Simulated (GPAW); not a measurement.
Records of electronic-structure calculations.

```cif
data_agcl
_symmetry_space_group_name_H-M 'Fm-3m'
_symmetry_Int_Tables_number 225
_cell_length_a 5.4700
_cell_length_b 5.4700
_cell_length_c 5.4700
_cell_angle_alpha 90.000
_cell_angle_beta 90.000
_cell_angle_gamma 90.000
_cell_volume 163.67
loop_
_atom_site_label
_atom_site_type_symbol
_atom_site_symmetry_multiplicity
_atom_site_Wyckoff_symbol
_atom_site_fract_x
_atom_site_fract_y
_atom_site_fract_z
_atom_site_occupancy
Ag1 Ag 4 a 0.00000 0.00000 0.00000 1
Cl1 Cl 4 b 0.50000 0.00000 0.00000 1
_calc_subject 'AgCl (Chlorargyrite): one start, several treatments of the self-energy'
_calc_method 'DFT, LDA, plane waves, PAW (and 3 further levels or steps)'
_calc_program 'GPAW 26.7.0'
_calc_settings_of_one_run 'cutoff 450 eV, GPAW PAW setups 1.2.1 data release, 4×4×4 k-mesh, nbands 377'
_calc_cost '6 runs, 9.1 min in all on 4 MPI ranks of Arm Neoverse V1, shared host (the runs of this entry)'
_calc_notes 'The database entry behind the starting cell differs from later determinations by our own check (an axis about 1.4 % short against later determinations). The cell and positions come from the Crystallography Open Database and are kept as given unless a step says otherwise. Limits: no spin-orbit coupling. Bands and cutoff are finite, so the gap is not at the basis limit. The miss can reach some tenths of an eV and take either sign; the mesh is an error of its own. The program warns of a poor linear fit in the extrapolation of some level, so the extrapolated values are rough. The 4×4×4 mesh is coarse for this cell, which bears on the long-range parts of exchange and screening.'
_calc_g0w0_godby_needs_plasmon_pole '1.829 eV'
_calc_one_shot_hse06 '2.451 eV'
_calc_g0w0_extrapolated_in_the_cutoff '1.934 eV'
_calc_one_shot_pbe0 '3.212 eV'
_calc_g0w0_full_frequency_hilbert_transform '1.836 eV'
_calc_known_limits 'not at the basis limit; d shell near the gap, gap tends to lie low; no spin-orbit coupling; coarse k mesh'
```

[Paths, hosts, dates, memory and timing lines, banners, echoed tables and standing remarks are left out of the program output.]

[Logs are printed without paths, hosts, clocks, repeated set-up lines and the standing remarks that a program may print on its own settings, such as how far it seeks lower states.]

[Runs of the session that timed out or met a known fault of the program may be left out.]

[Hosts, paths, dates, database ids (printed as entryN), source tags and the programs' standing remarks are cut or masked in the printed files.]
